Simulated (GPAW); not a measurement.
# NiO (Fm-3m) in GPAW: notebook

Aim: see how the results for NiO move with the level of theory and the settings. Levels: PBE, BP86, PBEint. Tasks: band structure.

Everything below comes from runs of GPAW 26.7.0. Logs are shortened: lines on timing, memory, paths and dates and some standing lists are left out, and cuts for length are marked. The log counts tension as positive stress, the text compression.

**The experiment to reproduce.**

From “Local correlations, non-local screening, multiplets, and band formation in NiO”, 2012, arxiv:1210.6675, for a bulk crystal of NiO: band gap 4.3 eV.

The results are compared with them further down.

### 1 The crystal as given

The structure is cubic, space group Fm-3m (No. 225). The conventional cell has a = 4.172 Å, b = 4.172 Å, c = 4.172 Å, α = 90.00°, β = 90.00°, γ = 90.00°. Ni (site symmetry m-3m) has 6 O at 2.09 Å as nearest neighbours. Around O (site symmetry m-3m) lie 6 Ni at 2.09 Å.

### 2 Band structure, PBE, collinear spin, ferromagnetic start

File run.py:

```python
import spglib
from ase import Atoms
from ase.dft.bandgap import bandgap
from ase.io import read, write
from gpaw import GPAW

atoms = read('NiO.cif')
cell, positions, numbers = spglib.find_primitive(
    (atoms.cell[:], atoms.get_scaled_positions(), atoms.numbers), symprec=1e-4)
atoms = Atoms(numbers, cell=cell, scaled_positions=positions, pbc=True)
atoms.set_initial_magnetic_moments([1.0, 0.0])

calc = GPAW(mode='lcao',
            h=0.2,
            basis='szp(dzp)',
            xc='PBE',
            kpts={'size': (8, 8, 8), 'gamma': True},
            occupations={'name': 'fermi-dirac', 'width': 0.05},
            convergence={'density': 1e-05, 'energy': 1e-05},
            maxiter=150,
            txt='gpaw.txt')
atoms.calc = calc
energy = atoms.get_potential_energy()
forces = atoms.get_forces()
calc.write('gs.gpw')
write('result.traj', atoms)
print(f'Energy: {energy:.6f} eV')
print('Forces (eV/A):')
print(forces.round(4))
print('Moments:', calc.get_magnetic_moments().round(3))
print('Fermi level:', round(calc.get_fermi_level(), 4), 'eV')
print(f'Gap: {bandgap(calc)[0]:.4f} eV, direct: {bandgap(calc, direct=True)[0]:.4f} eV')

path = atoms.cell.bandpath('GXWKGLUWLK,UX', npoints=60, eps=1e-4)
bs_calc = calc.fixed_density(kpts=path, symmetry='off', txt='bands.txt')
bs = bs_calc.band_structure()
bs.write('bs.json')
print(f'Gap on the path: {bandgap(bs_calc)[0]:.4f} eV')
```

File NiO.cif:

```cif
data_NiO
_cell_length_a 4.17180328
_cell_length_b 4.17180328
_cell_length_c 4.17180328
_cell_angle_alpha 90.00000000
_cell_angle_beta 90.00000000
_cell_angle_gamma 90.00000000
_space_group_name_H-M_alt 'Fm-3m'
_space_group_name_Hall '-F 4 2 3'
_space_group_IT_number 225
loop_
_space_group_symop_operation_xyz
'x,y,z'
'-x,-y,-z'
'-y,x,z'
'y,-x,-z'
'-x,-y,z'
'x,y,-z'
'y,-x,z'
'-y,x,-z'
'x,-y,-z'
'-x,y,z'
'-y,-x,-z'
'y,x,z'
'-x,y,-z'
'x,-y,z'
'y,x,-z'
'-y,-x,z'
'z,x,y'
'-z,-x,-y'
'z,-y,x'
'-z,y,-x'
'z,-x,-y'
'-z,x,y'
'z,y,-x'
'-z,-y,x'
'-z,x,-y'
'z,-x,y'
'-z,-y,-x'
'z,y,x'
'-z,-x,y'
'z,x,-y'
'-z,y,x'
'z,-y,-x'
'y,z,x'
'-y,-z,-x'
'x,z,-y'
'-x,-z,y'
'-y,z,-x'
'y,-z,x'
'-x,z,y'
'x,-z,-y'
'-y,-z,x'
'y,z,-x'
'-x,-z,-y'
'x,z,y'
'y,-z,-x'
'-y,z,x'
'x,-z,y'
'-x,z,-y'
'x,y+1/2,z+1/2'
'-x,-y+1/2,-z+1/2'
'-y,x+1/2,z+1/2'
'y,-x+1/2,-z+1/2'
[... 63 lines left out ...]
'-z+1/2,y,-x+1/2'
'z+1/2,-x,-y+1/2'
'-z+1/2,x,y+1/2'
'z+1/2,y,-x+1/2'
'-z+1/2,-y,x+1/2'
'-z+1/2,x,-y+1/2'
'z+1/2,-x,y+1/2'
'-z+1/2,-y,-x+1/2'
'z+1/2,y,x+1/2'
'-z+1/2,-x,y+1/2'
'z+1/2,x,-y+1/2'
'-z+1/2,y,x+1/2'
'z+1/2,-y,-x+1/2'
'y+1/2,z,x+1/2'
'-y+1/2,-z,-x+1/2'
'x+1/2,z,-y+1/2'
'-x+1/2,-z,y+1/2'
'-y+1/2,z,-x+1/2'
'y+1/2,-z,x+1/2'
'-x+1/2,z,y+1/2'
'x+1/2,-z,-y+1/2'
'-y+1/2,-z,x+1/2'
'y+1/2,z,-x+1/2'
'-x+1/2,-z,-y+1/2'
'x+1/2,z,y+1/2'
'y+1/2,-z,-x+1/2'
'-y+1/2,z,x+1/2'
'x+1/2,-z,y+1/2'
'-x+1/2,z,-y+1/2'
'x+1/2,y+1/2,z'
'-x+1/2,-y+1/2,-z'
'-y+1/2,x+1/2,z'
'y+1/2,-x+1/2,-z'
'-x+1/2,-y+1/2,z'
'x+1/2,y+1/2,-z'
'y+1/2,-x+1/2,z'
'-y+1/2,x+1/2,-z'
'x+1/2,-y+1/2,-z'
'-x+1/2,y+1/2,z'
'-y+1/2,-x+1/2,-z'
'y+1/2,x+1/2,z'
'-x+1/2,y+1/2,-z'
'x+1/2,-y+1/2,z'
'y+1/2,x+1/2,-z'
'-y+1/2,-x+1/2,z'
'z+1/2,x+1/2,y'
'-z+1/2,-x+1/2,-y'
'z+1/2,-y+1/2,x'
'-z+1/2,y+1/2,-x'
'z+1/2,-x+1/2,-y'
'-z+1/2,x+1/2,y'
'z+1/2,y+1/2,-x'
'-z+1/2,-y+1/2,x'
'-z+1/2,x+1/2,-y'
'z+1/2,-x+1/2,y'
'-z+1/2,-y+1/2,-x'
'z+1/2,y+1/2,x'
'-z+1/2,-x+1/2,y'
'z+1/2,x+1/2,-y'
'-z+1/2,y+1/2,x'
'z+1/2,-y+1/2,-x'
'y+1/2,z+1/2,x'
'-y+1/2,-z+1/2,-x'
'x+1/2,z+1/2,-y'
'-x+1/2,-z+1/2,y'
'-y+1/2,z+1/2,-x'
'y+1/2,-z+1/2,x'
'-x+1/2,z+1/2,y'
'x+1/2,-z+1/2,-y'
'-y+1/2,-z+1/2,x'
'y+1/2,z+1/2,-x'
'-x+1/2,-z+1/2,-y'
'x+1/2,z+1/2,y'
'y+1/2,-z+1/2,-x'
'-y+1/2,z+1/2,x'
'x+1/2,-z+1/2,y'
'-x+1/2,z+1/2,-y'
loop_
_atom_site_label
_atom_site_type_symbol
_atom_site_symmetry_multiplicity
_atom_site_Wyckoff_symbol
_atom_site_fract_x
_atom_site_fract_y
_atom_site_fract_z
_atom_site_occupancy
Ni1 Ni 4 a 0.0000000000 0.0000000000 0.0000000000 1
O1 O 4 b 0.5000000000 0.0000000000 0.0000000000 1
```

Potentials or basis: GPAW PAW data sets (gpaw-data 1.2.1), lcao:szp(dzp).

Launch:

```sh
$ OMP_NUM_THREADS=1 python run.py
```

gpaw.txt:

```text
__  _  _
 | _ |_)|_||  |
 |__||  | ||/\| - 26.7.0

Input parameters:
  mode=LCAO(),
  basis={'default': 'szp(dzp)'},
  convergence={'density': 1e-05, 'energy': 1e-05},
  h=0.2,
  kpts=MonkhorstPack(size=(8, 8, 8), gamma=True),
  maxiter=150,
  occupations=Occupations(name='fermi-dirac', width=0.05),
  xc=XC(name='PBE')

              O

       Ni

Atoms  # Å, Bohr magnetons
|   | symbol |        x |        y |        z |    initial magnetic moments |
|---|--------|----------|----------|----------|-----------------------------|
| 0 |     Ni | 0.000000 | 0.000000 | 0.000000 | ( 0.0000,  0.0000,  1.0000) |
| 1 |      O | 2.085902 | 2.085902 | 2.085902 | ( 0.0000,  0.0000,  0.0000) |

Unit cell  # Å
| periodic |        x |        y |        z |  lengths |    angles |
|----------|----------|----------|----------|----------|-----------|
|      yes | 0.000000 | 2.085902 | 2.085902 | 2.949910 | 60.000000 |
|      yes | 2.085902 | 0.000000 | 2.085902 | 2.949910 | 60.000000 |
|      yes | 2.085902 | 2.085902 | 0.000000 | 2.949910 | 60.000000 |

Number of symmetries: 48
Symmetry operations  # r_c * U_cc + t_c -> r_c
|    | kind |            matrix            |
|----|------|------------------------------|
|  0 |  σ   |  1, 0, 0,  1, 0,-1,  1,-1, 0 |
|  1 |  C2  |  1, 0, 0,  1,-1, 0,  1, 0,-1 |
|  2 |  E   |  1, 0, 0,  0, 1, 0,  0, 0, 1 |
|  3 |  σ   |  1, 0, 0,  0, 0, 1,  0, 1, 0 |
|  4 |  C4  |  1, 0,-1,  1, 0, 0,  1,-1, 0 |
|  5 |  S6  |  1, 0,-1,  1,-1, 0,  1, 0, 0 |
|  6 |  σ   |  1, 0,-1,  0, 1,-1,  0, 0,-1 |
|  7 |  C3  |  1, 0,-1,  0, 0,-1,  0, 1,-1 |
|  8 |  S6  |  1,-1, 0,  1, 0, 0,  1, 0,-1 |
|  9 |  C4  |  1,-1, 0,  1, 0,-1,  1, 0, 0 |
| 10 |  C3  |  1,-1, 0,  0,-1, 1,  0,-1, 0 |
| 11 |  σ   |  1,-1, 0,  0,-1, 0,  0,-1, 1 |
| 12 |  σ   |  0, 1, 0,  1, 0, 0,  0, 0, 1 |
| 13 |  C4  |  0, 1, 0,  0, 1,-1, -1, 1, 0 |
| 14 |  C3  |  0, 1, 0,  0, 0, 1,  1, 0, 0 |
| 15 |  S6  |  0, 1, 0, -1, 1, 0,  0, 1,-1 |
| 16 |  C2  |  0, 1,-1,  1, 0,-1,  0, 0,-1 |
[... 17 lines left out ...]
| 34 |  S4  |  0,-1, 0,  0,-1, 1,  1,-1, 0 |
| 35 |  C2  |  0,-1, 0, -1, 0, 0,  0, 0,-1 |
| 36 |  C2  | -1, 1, 0,  0, 1, 0,  0, 1,-1 |
| 37 |  S6  | -1, 1, 0,  0, 1,-1,  0, 1, 0 |
| 38 |  S4  | -1, 1, 0, -1, 0, 1, -1, 0, 0 |
| 39 |  C3  | -1, 1, 0, -1, 0, 0, -1, 0, 1 |
| 40 |  S6  | -1, 0, 1,  0, 0, 1,  0,-1, 1 |
| 41 |  C2  | -1, 0, 1,  0,-1, 1,  0, 0, 1 |
| 42 |  C3  | -1, 0, 1, -1, 1, 0, -1, 0, 0 |
| 43 |  S4  | -1, 0, 1, -1, 0, 0, -1, 1, 0 |
| 44 |  C2  | -1, 0, 0,  0, 0,-1,  0,-1, 0 |
| 45 |  i   | -1, 0, 0,  0,-1, 0,  0, 0,-1 |
| 46 |  σ   | -1, 0, 0, -1, 1, 0, -1, 0, 1 |
| 47 |  C2  | -1, 0, 0, -1, 0, 1, -1, 1, 0 |

BZ-sampling:
  Number of BZ points: 512
  Number of IBZ points: 29

  Monkhorst-Pack size: [8, 8, 8]
  Monkhorst-Pack shift: [0.0625, 0.0625, 0.0625]

K-points  # in reciprocal-cell coordinates
|     |                                coordinates |     weight |
|-----|--------------------------------------------|------------|
|   0 | (  0.00000000,   0.00000000,   0.00000000) | 0.00195312 |
|   1 | (  0.12500000,   0.12500000,   0.00000000) | 0.01171875 |
|   2 | (  0.12500000,   0.12500000,   0.12500000) | 0.01562500 |
|   3 | (  0.25000000,   0.12500000,   0.12500000) | 0.02343750 |
|   4 | (  0.25000000,   0.25000000,   0.00000000) | 0.01171875 |
|   5 | (  0.25000000,   0.25000000,   0.12500000) | 0.04687500 |
|   6 | (  0.25000000,   0.25000000,   0.25000000) | 0.01562500 |
|   7 | (  0.37500000,   0.25000000,  -0.37500000) | 0.04687500 |
|   8 | (  0.37500000,   0.25000000,   0.12500000) | 0.04687500 |
|   9 | (  0.37500000,   0.25000000,   0.25000000) | 0.04687500 |
| ... |                                            |            |
|  28 | (  0.50000000,   0.50000000,   0.50000000) | 0.00781250 |

[... 264 lines left out ...]
        l=2, rc=4.6875 Bohr: 3d-sz confined orbital
        l=1, rc=8.5156 Bohr: p-type Gaussian polarization
      Number of RI-basis functions 0

  O:
    name:    Oxygen
    Z:       8.0
    valence: 6
    core:    2
    charge:  0.0  # [|e|]
    compensation charges:
      type: gauss
      rc: 0.21  # [Å]
      lmax: 2
    cutoffs:
      filter: 1.17  # [Å]
      core: 0.83  # [Å]
    projectors
    | kind |    occ | energy [eV] | rcut [Å] |
    |------|--------|-------------|----------|
    |   2s |  2.000 |     -23.961 |    0.688 |
    |   2p |  4.000 |      -9.029 |    0.598 |
    |    s |        |       3.251 |    0.688 |
    |    p |        |      18.182 |    0.598 |
    |    d |        |       0.000 |    0.619 |

    LCAO basis set for O:
      Name: szp(dzp)
      File: <dir>
      Number of radial functions: 3
      Number of spherical harmonics: 9
        l=0, rc=4.3438 Bohr: 2s-sz confined orbital
        l=1, rc=5.3906 Bohr: 2p-sz confined orbital
        l=2, rc=5.3906 Bohr: d-type Gaussian polarization
      Number of RI-basis functions 0

Reference energy: -43408.850748  # eV

eigensolver:
  <gpaw.new.lcao.eigensolver.LCAOEigensolver object>
density mixing:
  MSR1-Mixer
  Pratt-step length: 0.05
  Maximum mixing coefficient: 0.75
  Old densities: 10
  SVD Regularization: 0.005
  Good broyden scale: 1.0
  Trust region scale: 1.0
  Backstep threshold: 4.0
  History deletion threshold: 6.0
  Fourier metric: weight=20.0, sigma=0.015

occupation numbers:
  Fermi-Dirac:
    width: 0.0500  # eV

FastPoissonSolver using
    Stencil: 12*3+1=37 point O(h^6) finite-difference Laplacian
    FFT axes: [np.int64(0), np.int64(1), np.int64(2)]
    FST axes: []

xc functional:
  name: PBE with 2 nearest neighbor stencil
interpolation: tri-quintic # 5. degree polynomial

convergence criteria:
- Maximum integral of absolute [dens]ity change: 1e-05 electrons / valence electron
- Maximum [total energy] change in last 3 cyles: 1e-05 eV / valence electron
- Maximum integral of absolute [eigenst]ate change: 4e-08 eV^2 / valence electron
maximum number of iterations: 150

SCF iterations
|iter     | |      energy | eigst |  dens |  magmom |
|---------|-|-------------|-------|-------|---------|
|iter:   1| |  -11.597155 |      c|       |  +0.9858|
|iter:   2| |  -11.478043 |      c| -1.20 |  +0.9689|
|iter:   3| |  -11.286569 |      c| -1.25 |  +0.8975|
|iter:   4| |  -11.293097 |      c| -1.57 |  +0.8417|
|iter:   5| |  -11.302890 |      c| -2.19 |  +0.8607|
|iter:   6| |  -11.313425 |      c| -2.22 |  +0.9233|
|iter:   7| |  -11.354035 |      c| -2.24 |  +1.3526|
|iter:   8| |  -11.320053 |      c| -1.81 |  +0.9906|
|iter:   9| |  -11.340610 |      c| -2.22 |  +1.2475|
|iter:  10| |  -11.326705 |      c| -2.02 |  +1.0170|
|iter:  11| |  -11.344744 |      c| -1.99 |  +1.3546|
|iter:  12| |  -11.377840 |      c| -2.27 |  +1.7520|
|iter:  13| |  -11.371175 |      c| -2.31 |  +1.9909|
|iter:  14| |  -11.373792 |      c| -2.24 |  +1.7007|
|iter:  15| |  -11.376113 |      c| -2.53 |  +1.7598|
|iter:  16| |  -11.377589 |      c| -2.78 |  +1.8570|
|iter:  17| |  -11.377217 |      c| -2.84 |  +1.7906|
|iter:  18| |  -11.377665 |      c| -3.03 |  +1.8301|
|iter:  19| |  -11.377567 |      c| -3.35 |  +1.8149|
|iter:  20| |  -11.377587c|      c| -4.08 |  +1.8171|
|iter:  21| |  -11.377588c|      c| -5.30c|  +1.8172|

Converged in 21 steps
Energy contributions relative to reference atoms: (reference = -43408.850748)

Energy contributions:
  Kinetic:          43.051319
  Coulomb:         -35.787811
  Zero:              0.889600
  External:          0.000000
  Xc:              -19.527430
  Entropy:          -0.006534
  Spinorbit:         0.000000
  ----------------------------
  Free energy:     -11.380855
  Extrapolated:    -11.377588

dipole moment: (-8.345629, -8.345629, -8.345629)  # |e|*Ang

Total magnetic moment: (0.000000, 0.000000, 1.817248)

Local magnetic moments
|        x |        y |        z |
|----------|----------|----------|
| 0.000000 | 0.000000 | 1.510366 |  # Ni   0
| 0.000000 | 0.000000 | 0.198652 |  # O    1

Fermi level: 8.830
Eigenvalues  # (at kpt = [0.000, 0.000, 0.000])
| band index |      eig [eV] | occ [0-1] |      eig [eV] | occ [0-1] |
|------------|---------------|-----------|---------------|-----------|
|          0 |       -55.889 |     1.000 |       -54.068 |     1.000 |
|        ... |               |           |               |           |
|          4 |         5.366 |     1.000 |         5.849 |     1.000 |
|          5 |         5.366 |     1.000 |         5.849 |     1.000 |
|          6 |         5.408 |     1.000 |         5.889 |     1.000 |
|          7 |         5.585 |     1.000 |         7.033 |     1.000 |
|          8 |         5.585 |     1.000 |         7.033 |     1.000 |
|          9 |         6.153 |     1.000 |         7.035 |     1.000 |
|         10 |         6.153 |     1.000 |         8.266 |     1.000 |
|         11 |         6.153 |     1.000 |         8.266 |     1.000 |
|         12 |         9.849 |     0.000 |        10.268 |     0.000 |
|         13 |        30.755 |     0.000 |        31.282 |     0.000 |
|         14 |        30.757 |     0.000 |        31.284 |     0.000 |
|         15 |        30.757 |     0.000 |        31.284 |     0.000 |

No gap
No difference between direct/indirect transitions

Forces  # eV/Ang
|       x |        y |        z |
|---------|----------|----------|
| 0.00000 | -0.00000 | -0.00000 |  # Ni   0
| 0.00000 |  0.00000 |  0.00000 |  # O    1

# Writing to gs.gpw (mode='')
```

Run time: 4.2 min. Hardware: 1 thread of Intel Xeon 6975P-C (Granite Rapids), shared host; peak memory 0.17 GiB.

The run converged, but some of its settings lie outside the range that counts as converged, so its numbers aren't taken as properties of the crystal.

Results:

| Item | Value |
| --- | --- |
| Free energy | -11.3809 eV |
| Band gap along the path | none (metal or under the smearing width) |
| Net moment | 1.82 μB per cell |
| Site moments | Ni +1.51; O +0.20 μB |

Caveat: the real-space grid adds noise to forces; the basis of atomic orbitals isn't converged, which shifts pressures, moduli and gaps; a cell with one magnetic atom can't hold antiferromagnetic order, which such compounds often take; semilocal functionals often make such compounds metallic where correlation or magnetic order opens a gap, which also shifts bond lengths.

### 3 Band structure, BP86, collinear spin, ferromagnetic start

File run.py:

```python
from ase.dft.bandgap import bandgap
from ase.io import read, write
from ase.units import GPa
from gpaw import GPAW, PW, setup_paths

setup_paths.insert(0, '.')

atoms = read('NiO.xyz')
atoms.set_initial_magnetic_moments([1.0, 0.0])

calc = GPAW(mode=PW(800),
            xc='GGA_X_B88+GGA_C_P86',
            kpts={'size': (8, 8, 8), 'gamma': True},
            occupations={'name': 'fermi-dirac', 'width': 0.05},
            nbands=22,
            convergence={'density': 1e-05, 'energy': 1e-05},
            maxiter=150,
            txt='gpaw.txt')
atoms.calc = calc
energy = atoms.get_potential_energy()
forces = atoms.get_forces()
stress = atoms.get_stress()
calc.write('gs.gpw')
write('result.traj', atoms)
print(f'Energy: {energy:.6f} eV')
print('Forces (eV/A):')
print(forces.round(4))
print('Stress (GPa):', (stress / GPa).round(3))
print('Moments:', calc.get_magnetic_moments().round(3))
print('Fermi level:', round(calc.get_fermi_level(), 4), 'eV')
print(f'Gap: {bandgap(calc)[0]:.4f} eV, direct: {bandgap(calc, direct=True)[0]:.4f} eV')

path = atoms.cell.bandpath('GXWKGLUWLK,UX', npoints=60, eps=1e-4)
bs_calc = calc.fixed_density(kpts=path, symmetry='off', nbands=31,
                             convergence={'bands': 'CBM+6.0', 'eigenstates': 1e-6}, txt='bands.txt')
bs = bs_calc.band_structure()
bs.write('bs.json')
print(f'Gap on the path: {bandgap(bs_calc)[0]:.4f} eV')
```

File NiO.xyz:

```xyz
2
Lattice="0.0000000000 2.0859016414 2.0859016414 2.0859016414 0.0000000000 2.0859016414 2.0859016414 2.0859016414 0.0000000000" Properties=species:S:1:pos:R:3 pbc="T T T"
Ni     0.0000000000      0.0000000000      0.0000000000
O      2.0859016414      2.0859016414      2.0859016414
```

Potentials or basis: PAW data sets generated in the run's folder for this functional, pw.

Launch:

```sh
$ gpaw-setup -f GGA_X_B88+GGA_C_P86 Ni O
$ OMP_NUM_THREADS=1 python run.py
```

Wall time 40 s (1 thread of Intel Xeon 6975P-C (Granite Rapids), shared host); peak memory 0.26 GiB.

The run converged. Its results:

- Free energy: -13.1649 eV
- Pressure: 9.7 GPa
- Band gap along the path: none (metal or under the smearing width)
- Net moment: 1.76 μB per cell
- Site moments: Ni +1.46; O +0.21 μB

Levels at the corners of the path, in eV from the Fermi level:
Spin up:
```
point  band 9  band 10  band 11  band 12  band 13
    Γ   -3.18    -2.72    -2.72    -2.72     1.36
    X   -2.83    -2.24    -1.66    -1.66     5.86
    W   -1.95    -1.95    -1.66    -1.27     8.23
    K   -1.88    -1.79    -1.55    -1.19     7.52
    Γ   -3.18    -2.72    -2.72    -2.72     1.36
    L   -1.98    -1.45     0.30     0.30     5.43
    U   -1.88    -1.79    -1.55    -1.19     7.52
    W   -1.95    -1.95    -1.66    -1.27     8.23
    L   -1.98    -1.45     0.30     0.30     5.43
    K   -1.88    -1.79    -1.55    -1.19     7.52
    U   -1.88    -1.79    -1.55    -1.19     7.52
    X   -2.83    -2.24    -1.66    -1.66     5.86
```
Spin down:
```
point  band 8  band 9  band 10  band 11  band 12  band 13
    Γ   -1.94   -1.94    -1.94    -0.65    -0.65     1.71
    X   -2.95   -0.79    -0.79    -0.19     0.37     6.31
    W   -1.16   -1.16    -0.79     0.24     0.99     8.78
    K   -1.75   -0.94    -0.71     0.50     1.01     7.97
    Γ   -1.94   -1.94    -1.94    -0.65    -0.65     1.71
    L   -1.00   -1.00    -0.63     2.27     2.27     5.61
    U   -1.75   -0.94    -0.71     0.50     1.01     7.97
    W   -1.16   -1.16    -0.79     0.24     0.99     8.78
    L   -1.00   -1.00    -0.63     2.27     2.27     5.61
    K   -1.75   -0.94    -0.71     0.50     1.01     7.97
    U   -1.75   -0.94    -0.71     0.50     1.01     7.97
    X   -2.95   -0.79    -0.79    -0.19     0.37     6.31
```

Caveat: the stock nickel data set gives pressures a few GPa off other programs; a cell with one magnetic atom can't hold antiferromagnetic order, which such compounds often take; semilocal functionals often make such compounds metallic where correlation or magnetic order opens a gap, which also shifts bond lengths.

[end of part 1 of 2]
